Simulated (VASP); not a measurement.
Here is a VASP 6.6.1 calculation.

Contents of INCAR:

```
SYSTEM = PbSe
  PREC = Accurate
  ENCUT = 520
  EDIFF = 1E-7
  ISMEAR = -1
  SIGMA = 0.05
  LREAL = .FALSE.
  LASPH = .TRUE.
  NELM = 60
  ALGO = Normal
  ISIF = 2
  LWAVE = .FALSE.
  LCHARG = .FALSE.
  GGA = CA
  NBANDS = 17
```

File KPOINTS:

```
regular mesh
0
G
  8 8 8
  0 0 0
```

File POSCAR:

```
PbSe
1.0
    0.0000000000      3.0809197960      3.0809197960
    3.0809197960      0.0000000000      3.0809197960
    3.0809197960      3.0809197960      0.0000000000
Pb Se
1 1
Direct
    0.0000000000      0.0000000000      0.0000000000
    0.5000000000      0.5000000000      0.5000000000
```

Potentials or basis: VASP PAW LDA potentials, release 64 (Pb_d, Se).

Command:

```console
$ cat potpaw_LDA.64/Pb_d/POTCAR potpaw_LDA.64/Se/POTCAR > POTCAR
$ mpirun -np 1 vasp_std > vasp.out
```

Problem. Estimate the band gap on the k mesh.

Solution. 0.22 eV, direct.

Problem. Predict the pressure.

Solution. -3.0 GPa.

Caveat: spin-orbit coupling is left out, which moves the levels of the heavy elements.

**The experiment to reproduce.**

From a printed reference work, monograph, for a bulk crystal of PbSe at 4.2 K: band gap 0.15 eV (direct).

Against the measured gap of PbSe, 0.15 eV (direct; 4.2 K; a printed reference work, monograph), the calculated 0.22 eV is off by +0.07 eV. 2 values of this kind are on record (0.15 to 0.28 eV); this one was drawn at random. Spin-orbit coupling on Pb, Se is left out. The value is that of LDA on a finite k mesh, which can miss the band edges, without temperature or zero-point motion.
